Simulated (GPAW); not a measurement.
# TePb (Fm-3m) in GPAW: further runs

Aim: see how the results for TePb move with the level of theory and the settings. Levels: PBE, LDA. Tasks: single point.

Everything below comes from runs of GPAW 26.7.0. Logs are shortened: lines on timing, memory, paths and dates and some standing lists are left out, and cuts for length are marked. The log counts tension as positive stress, the text compression.

**What was measured.**

From a printed reference work, monograph, for a bulk crystal of TePb at 4.2 K: band gap 0.19 eV (direct).

The runs below are set against these values where they give the same quantity.

## Step 1: Starting point

It takes space group Fm-3m (No. 225, cubic). Conventional cell: a = 6.462 Å, b = 6.462 Å, c = 6.462 Å, α = 90.00°, β = 90.00°, γ = 90.00°. Around Pb (site symmetry m-3m) lie 6 Te at 3.23 Å. Around Te (site symmetry m-3m) lie 6 Pb at 3.23 Å.

## Step 2: Single point, PBE

run.py reads:

```python
import spglib
from ase import Atoms
from ase.dft.bandgap import bandgap
from ase.io import read, write
from ase.units import GPa
from gpaw import GPAW, PW

atoms = read('TePb.cif')
cell, positions, numbers = spglib.find_primitive(
    (atoms.cell[:], atoms.get_scaled_positions(), atoms.numbers), symprec=1e-4)
atoms = Atoms(numbers, cell=cell, scaled_positions=positions, pbc=True)

calc = GPAW(mode=PW(500),
            xc='PBE',
            kpts={'size': (6, 6, 6), 'gamma': True},
            occupations={'name': 'fermi-dirac', 'width': 0.05},
            nbands=19,
            convergence={'density': 1e-05, 'energy': 1e-05},
            maxiter=80,
            txt='gpaw.txt')
atoms.calc = calc
energy = atoms.get_potential_energy()
forces = atoms.get_forces()
stress = atoms.get_stress()
calc.write('gs.gpw')
write('result.traj', atoms)
print(f'Energy: {energy:.6f} eV')
print('Forces (eV/A):')
print(forces.round(4))
print('Stress (GPa):', (stress / GPa).round(3))
print('Fermi level:', round(calc.get_fermi_level(), 4), 'eV')
print(f'Gap: {bandgap(calc)[0]:.4f} eV, direct: {bandgap(calc, direct=True)[0]:.4f} eV')
```

TePb.cif reads:

```cif
data_TePb
_cell_length_a 6.46200000
_cell_length_b 6.46200000
_cell_length_c 6.46200000
_cell_angle_alpha 90.00000000
_cell_angle_beta 90.00000000
_cell_angle_gamma 90.00000000
_space_group_name_H-M_alt 'Fm-3m'
_space_group_name_Hall '-F 4 2 3'
_space_group_IT_number 225
loop_
_space_group_symop_operation_xyz
'x,y,z'
'-x,-y,-z'
'-y,x,z'
'y,-x,-z'
'-x,-y,z'
'x,y,-z'
'y,-x,z'
'-y,x,-z'
'x,-y,-z'
'-x,y,z'
'-y,-x,-z'
'y,x,z'
'-x,y,-z'
'x,-y,z'
'y,x,-z'
'-y,-x,z'
'z,x,y'
'-z,-x,-y'
'z,-y,x'
'-z,y,-x'
'z,-x,-y'
'-z,x,y'
'z,y,-x'
'-z,-y,x'
'-z,x,-y'
'z,-x,y'
'-z,-y,-x'
'z,y,x'
'-z,-x,y'
'z,x,-y'
'-z,y,x'
'z,-y,-x'
'y,z,x'
'-y,-z,-x'
'x,z,-y'
'-x,-z,y'
'-y,z,-x'
'y,-z,x'
'-x,z,y'
'x,-z,-y'
'-y,-z,x'
'y,z,-x'
'-x,-z,-y'
'x,z,y'
'y,-z,-x'
'-y,z,x'
'x,-z,y'
'-x,z,-y'
'x,y+1/2,z+1/2'
'-x,-y+1/2,-z+1/2'
'-y,x+1/2,z+1/2'
[... 62 lines left out ...]
'-z+1/2,-x,-y+1/2'
'z+1/2,-y,x+1/2'
'-z+1/2,y,-x+1/2'
'z+1/2,-x,-y+1/2'
'-z+1/2,x,y+1/2'
'z+1/2,y,-x+1/2'
'-z+1/2,-y,x+1/2'
'-z+1/2,x,-y+1/2'
'z+1/2,-x,y+1/2'
'-z+1/2,-y,-x+1/2'
'z+1/2,y,x+1/2'
'-z+1/2,-x,y+1/2'
'z+1/2,x,-y+1/2'
'-z+1/2,y,x+1/2'
'z+1/2,-y,-x+1/2'
'y+1/2,z,x+1/2'
'-y+1/2,-z,-x+1/2'
'x+1/2,z,-y+1/2'
'-x+1/2,-z,y+1/2'
'-y+1/2,z,-x+1/2'
'y+1/2,-z,x+1/2'
'-x+1/2,z,y+1/2'
'x+1/2,-z,-y+1/2'
'-y+1/2,-z,x+1/2'
'y+1/2,z,-x+1/2'
'-x+1/2,-z,-y+1/2'
'x+1/2,z,y+1/2'
'y+1/2,-z,-x+1/2'
'-y+1/2,z,x+1/2'
'x+1/2,-z,y+1/2'
'-x+1/2,z,-y+1/2'
'x+1/2,y+1/2,z'
'-x+1/2,-y+1/2,-z'
'-y+1/2,x+1/2,z'
'y+1/2,-x+1/2,-z'
'-x+1/2,-y+1/2,z'
'x+1/2,y+1/2,-z'
'y+1/2,-x+1/2,z'
'-y+1/2,x+1/2,-z'
'x+1/2,-y+1/2,-z'
'-x+1/2,y+1/2,z'
'-y+1/2,-x+1/2,-z'
'y+1/2,x+1/2,z'
'-x+1/2,y+1/2,-z'
'x+1/2,-y+1/2,z'
'y+1/2,x+1/2,-z'
'-y+1/2,-x+1/2,z'
'z+1/2,x+1/2,y'
'-z+1/2,-x+1/2,-y'
'z+1/2,-y+1/2,x'
'-z+1/2,y+1/2,-x'
'z+1/2,-x+1/2,-y'
'-z+1/2,x+1/2,y'
'z+1/2,y+1/2,-x'
'-z+1/2,-y+1/2,x'
'-z+1/2,x+1/2,-y'
'z+1/2,-x+1/2,y'
'-z+1/2,-y+1/2,-x'
'z+1/2,y+1/2,x'
'-z+1/2,-x+1/2,y'
'z+1/2,x+1/2,-y'
'-z+1/2,y+1/2,x'
'z+1/2,-y+1/2,-x'
'y+1/2,z+1/2,x'
'-y+1/2,-z+1/2,-x'
'x+1/2,z+1/2,-y'
'-x+1/2,-z+1/2,y'
'-y+1/2,z+1/2,-x'
'y+1/2,-z+1/2,x'
'-x+1/2,z+1/2,y'
'x+1/2,-z+1/2,-y'
'-y+1/2,-z+1/2,x'
'y+1/2,z+1/2,-x'
'-x+1/2,-z+1/2,-y'
'x+1/2,z+1/2,y'
'y+1/2,-z+1/2,-x'
'-y+1/2,z+1/2,x'
'x+1/2,-z+1/2,y'
'-x+1/2,z+1/2,-y'
loop_
_atom_site_label
_atom_site_type_symbol
_atom_site_symmetry_multiplicity
_atom_site_Wyckoff_symbol
_atom_site_fract_x
_atom_site_fract_y
_atom_site_fract_z
_atom_site_occupancy
Pb1 Pb 4 a 0.0000000000 0.0000000000 0.0000000000 1
Te1 Te 4 b 0.5000000000 0.0000000000 0.0000000000 1
```

Potentials or basis: GPAW PAW data sets (gpaw-data 1.2.1), pw.

Started as:

```
$ OMP_NUM_THREADS=1 python run.py
```

gpaw.txt:

```text
__  _  _
 | _ |_)|_||  |
 |__||  | ||/\| - 26.7.0

Input parameters:
  mode=PW(ecut=500.0),
  convergence={'density': 1e-05, 'energy': 1e-05},
  kpts=MonkhorstPack(size=(6, 6, 6), gamma=True),
  maxiter=80,
  nbands=19,
  occupations=Occupations(name='fermi-dirac', width=0.05),
  xc=XC(name='PBE')

Diagonalizing LCAO Hamiltonian
Converting LCAO to pw mode

                 Te

       Pb

Atoms  # Å, Bohr magnetons
|   | symbol |        x |        y |        z |    initial magnetic moments |
|---|--------|----------|----------|----------|-----------------------------|
| 0 |     Pb | 0.000000 | 0.000000 | 0.000000 | ( 0.0000,  0.0000,  0.0000) |
| 1 |     Te | 3.231000 | 3.231000 | 3.231000 | ( 0.0000,  0.0000,  0.0000) |

Unit cell  # Å
| periodic |        x |        y |        z |  lengths |    angles |
|----------|----------|----------|----------|----------|-----------|
|      yes | 0.000000 | 3.231000 | 3.231000 | 4.569324 | 60.000000 |
|      yes | 3.231000 | 0.000000 | 3.231000 | 4.569324 | 60.000000 |
|      yes | 3.231000 | 3.231000 | 0.000000 | 4.569324 | 60.000000 |

Number of symmetries: 48
Symmetry operations  # r_c * U_cc + t_c -> r_c
|    | kind |            matrix            |
|----|------|------------------------------|
|  0 |  σ   |  1, 0, 0,  1, 0,-1,  1,-1, 0 |
|  1 |  C2  |  1, 0, 0,  1,-1, 0,  1, 0,-1 |
|  2 |  E   |  1, 0, 0,  0, 1, 0,  0, 0, 1 |
|  3 |  σ   |  1, 0, 0,  0, 0, 1,  0, 1, 0 |
|  4 |  C4  |  1, 0,-1,  1, 0, 0,  1,-1, 0 |
|  5 |  S6  |  1, 0,-1,  1,-1, 0,  1, 0, 0 |
|  6 |  σ   |  1, 0,-1,  0, 1,-1,  0, 0,-1 |
|  7 |  C3  |  1, 0,-1,  0, 0,-1,  0, 1,-1 |
|  8 |  S6  |  1,-1, 0,  1, 0, 0,  1, 0,-1 |
|  9 |  C4  |  1,-1, 0,  1, 0,-1,  1, 0, 0 |
| 10 |  C3  |  1,-1, 0,  0,-1, 1,  0,-1, 0 |
| 11 |  σ   |  1,-1, 0,  0,-1, 0,  0,-1, 1 |
| 12 |  σ   |  0, 1, 0,  1, 0, 0,  0, 0, 1 |
| 13 |  C4  |  0, 1, 0,  0, 1,-1, -1, 1, 0 |
| 14 |  C3  |  0, 1, 0,  0, 0, 1,  1, 0, 0 |
| 15 |  S6  |  0, 1, 0, -1, 1, 0,  0, 1,-1 |
| 16 |  C2  |  0, 1,-1,  1, 0,-1,  0, 0,-1 |
| 17 |  σ   |  0, 1,-1,  0, 1, 0, -1, 1, 0 |
| 18 |  S4  |  0, 1,-1,  0, 0,-1,  1, 0,-1 |
| 19 |  C4  |  0, 1,-1, -1, 1, 0,  0, 1, 0 |
| 20 |  C3  |  0, 0, 1,  1, 0, 0,  0, 1, 0 |
| 21 |  σ   |  0, 0, 1,  0, 1, 0,  1, 0, 0 |
| 22 |  S6  |  0, 0, 1,  0,-1, 1, -1, 0, 1 |
| 23 |  C4  |  0, 0, 1, -1, 0, 1,  0,-1, 1 |
| 24 |  S4  |  0, 0,-1,  1, 0,-1,  0, 1,-1 |
| 25 |  C3  |  0, 0,-1,  0, 1,-1,  1, 0,-1 |
| 26 |  C2  |  0, 0,-1,  0,-1, 0, -1, 0, 0 |
| 27 |  S6  |  0, 0,-1, -1, 0, 0,  0,-1, 0 |
| 28 |  S4  |  0,-1, 1,  1,-1, 0,  0,-1, 0 |
| 29 |  C4  |  0,-1, 1,  0, 0, 1, -1, 0, 1 |
| 30 |  C2  |  0,-1, 1,  0,-1, 0,  1,-1, 0 |
| 31 |  σ   |  0,-1, 1, -1, 0, 1,  0, 0, 1 |
| 32 |  C3  |  0,-1, 0,  1,-1, 0,  0,-1, 1 |
| 33 |  S6  |  0,-1, 0,  0, 0,-1, -1, 0, 0 |
| 34 |  S4  |  0,-1, 0,  0,-1, 1,  1,-1, 0 |
| 35 |  C2  |  0,-1, 0, -1, 0, 0,  0, 0,-1 |
| 36 |  C2  | -1, 1, 0,  0, 1, 0,  0, 1,-1 |
| 37 |  S6  | -1, 1, 0,  0, 1,-1,  0, 1, 0 |
| 38 |  S4  | -1, 1, 0, -1, 0, 1, -1, 0, 0 |
| 39 |  C3  | -1, 1, 0, -1, 0, 0, -1, 0, 1 |
| 40 |  S6  | -1, 0, 1,  0, 0, 1,  0,-1, 1 |
| 41 |  C2  | -1, 0, 1,  0,-1, 1,  0, 0, 1 |
| 42 |  C3  | -1, 0, 1, -1, 1, 0, -1, 0, 0 |
| 43 |  S4  | -1, 0, 1, -1, 0, 0, -1, 1, 0 |
| 44 |  C2  | -1, 0, 0,  0, 0,-1,  0,-1, 0 |
| 45 |  i   | -1, 0, 0,  0,-1, 0,  0, 0,-1 |
| 46 |  σ   | -1, 0, 0, -1, 1, 0, -1, 0, 1 |
| 47 |  C2  | -1, 0, 0, -1, 0, 1, -1, 1, 0 |

BZ-sampling:
  Number of BZ points: 216
  Number of IBZ points: 16

  Monkhorst-Pack size: [6, 6, 6]
  Monkhorst-Pack shift: [0.08333333333333333, 0.08333333333333333, 0.08333333333333333]

K-points  # in reciprocal-cell coordinates
|     |                                coordinates |     weight |
|-----|--------------------------------------------|------------|
|   0 | (  0.00000000,   0.00000000,   0.00000000) | 0.00462963 |
|   1 | (  0.16666667,   0.16666667,   0.00000000) | 0.02777778 |
|   2 | (  0.16666667,   0.16666667,   0.16666667) | 0.03703704 |
|   3 | (  0.33333333,   0.16666667,   0.16666667) | 0.05555556 |
|   4 | (  0.33333333,   0.33333333,  -0.33333333) | 0.05555556 |
|   5 | (  0.33333333,   0.33333333,   0.00000000) | 0.02777778 |
|   6 | (  0.33333333,   0.33333333,   0.16666667) | 0.11111111 |
|   7 | (  0.33333333,   0.33333333,   0.33333333) | 0.03703704 |
|   8 | (  0.50000000,   0.33333333,  -0.33333333) | 0.11111111 |
|   9 | (  0.50000000,   0.33333333,  -0.16666667) | 0.05555556 |
| ... |                                            |            |
|  15 | (  0.50000000,   0.50000000,   0.50000000) | 0.01851852 |

Plane wave coefficients: 1736
Cutoff: 500.0 eV

Spin-components: 1 (collinear spins)
Bands:           19
Projectors:      11
Spin-degeneracy: 2
Datatype:        complex128

Density:
  Valence electrons: 20.0
  Components: 1
  Grid points: [24 24 24]
  Charge: 0.0  # |e|

Potential:
  Grid points: [24 24 24]

species:
  Pb:
    name:    Lead
    Z:       82.0
    valence: 14
    core:    68
    charge:  0.0  # [|e|]
    compensation charges:
      type: gauss
      rc: 0.38  # [Å]
      lmax: 2
    cutoffs:
      filter: 2.36  # [Å]
      core: 2.43  # [Å]
    projectors
    | kind |    occ | energy [eV] | rcut [Å] |
    |------|--------|-------------|----------|
    |   6s |  2.000 |     -11.969 |    1.259 |
    |   6p |  2.000 |      -3.506 |    1.275 |
    |   5d | 10.000 |     -21.211 |    1.217 |
    |    s |        |      15.243 |    1.259 |
    |    p |        |      23.705 |    1.275 |
    |    d |        |       6.001 |    1.217 |

    Using partial waves for Pb as LCAO basis

  Te:
    name:    Tellurium
    Z:       52.0
    valence: 6
    core:    46
    charge:  0.0  # [|e|]
    compensation charges:
      type: gauss
      rc: 0.36  # [Å]
      lmax: 2
    cutoffs:
      filter: 2.09  # [Å]
      core: 3.17  # [Å]
    projectors
    | kind |    occ | energy [eV] | rcut [Å] |
    |------|--------|-------------|----------|
    |   5s |  2.000 |     -15.089 |    1.180 |
    |   5p |  4.000 |      -5.955 |    1.196 |
    |    s |        |      12.123 |    1.180 |
    |    p |        |      21.256 |    1.196 |
    |    d |        |       0.000 |    1.238 |

    Using partial waves for Te as LCAO basis

Reference energy: -752065.146798  # eV

eigensolver:
  PPCG
  Converge bands: occupied
  niter=2

density mixing:
  MSR1-Mixer
  Pratt-step length: 0.05
  Maximum mixing coefficient: 0.75
  Old densities: 10
  SVD Regularization: 0.005
  Good broyden scale: 1.0
  Trust region scale: 1.0
  Backstep threshold: 4.0
  History deletion threshold: 6.0
  Fourier metric: weight=20.0, sigma=0.015

occupation numbers:
  Fermi-Dirac:
    width: 0.0500  # eV

poisson solver:
  ecut: 4000.0  # eV

xc functional:
  name: PBE with 2 nearest neighbor stencil

convergence criteria:
- Maximum integral of absolute [dens]ity change: 1e-05 electrons / valence electron
- Maximum [total energy] change in last 3 cyles: 1e-05 eV / valence electron
- Maximum integral of absolute [eigenst]ate change: 4e-08 eV^2 / valence electron
maximum number of iterations: 80

SCF iterations
|iter     | |      energy | eigst |  dens |
|---------|-|-------------|-------|-------|
|iter:   1| |   -7.901141 | -0.16 |       |
|iter:   2| |   -7.879557 | -1.98 | -1.35 |
|iter:   3| |   -7.792643 | -2.12 | -1.40 |
|iter:   4| |   -7.794456 | -3.82 | -2.00 |
|iter:   5| |   -7.794926 | -4.36 | -2.42 |
|iter:   6| |   -7.794936 | -5.88 | -3.31 |
|iter:   7| |   -7.794937c| -6.84 | -3.88 |
|iter:   8| |   -7.794937c| -7.81c| -4.60 |
|iter:   9| |   -7.794937c| -8.04c| -5.53c|

Converged in 9 steps
Energy contributions relative to reference atoms: (reference = -752065.146798)

Energy contributions:
  Kinetic:          19.968379
  Coulomb:         -20.255876
  Zero:              0.148381
  External:          0.000000
  Xc:               -7.655806
  Entropy:          -0.000030
  Spinorbit:         0.000000
  ----------------------------
  Free energy:      -7.794952
  Extrapolated:     -7.794937

dipole moment: (-27.310650, -27.310650, -27.310650)  # |e|*Ang

Fermi level: 6.044
Eigenvalues  # (at kpt = [0.000, 0.000, 0.000])
| band index |      eig [eV] | occ [0-2] |
|------------|---------------|-----------|
|          0 |       -11.050 |     2.000 |
|        ... |               |           |
|          2 |       -11.037 |     2.000 |
|          3 |       -11.037 |     2.000 |
|          4 |       -11.037 |     2.000 |
|          5 |        -6.328 |     2.000 |
|          6 |         0.141 |     2.000 |
|          7 |         4.303 |     2.000 |
[... 9 lines left out ...]
|         17 |        13.308 |     0.000 |
|         18 |        13.718 |     0.000 |

Gap: 0.692 eV
Transition (v -> c):
  (s=0, k=15, n=9, [0.50, 0.50, 0.50]) -> (s=0, k=15, n=10, [0.50, 0.50, 0.50])
No difference between direct/indirect transitions

Forces  # eV/Ang
|       x |       y |        z |
|---------|---------|----------|
| 0.00000 | 0.00000 | -0.00000 |  # Pb   0
| 0.00000 | 0.00000 |  0.00000 |  # Te   1

Stress tensor  # eV/Ang^3
|         x |         y |         z |
|-----------|-----------|-----------|
| -0.010683 |  0.000000 |  0.000000 |
|  0.000000 | -0.010683 | -0.000000 |
|  0.000000 | -0.000000 | -0.010683 |

# Writing to gs.gpw (mode='')
```

Wall time 12 s (1 thread of Arm Neoverse V1, shared host); peak memory 0.15 GiB.

Results:

| Quantity | Value |
| --- | --- |
| Free energy | -7.7950 eV |
| Pressure | 1.7 GPa |
| Band gap on the k mesh | 0.69 eV, direct |

Caveat: the cutoff is short for stress and forces, so pressures can be off by a GPa or more; spin-orbit coupling is left out, which as a rule narrows the gap of such compounds by several tenths of an eV.

(Part 1 of 2 ends here.)
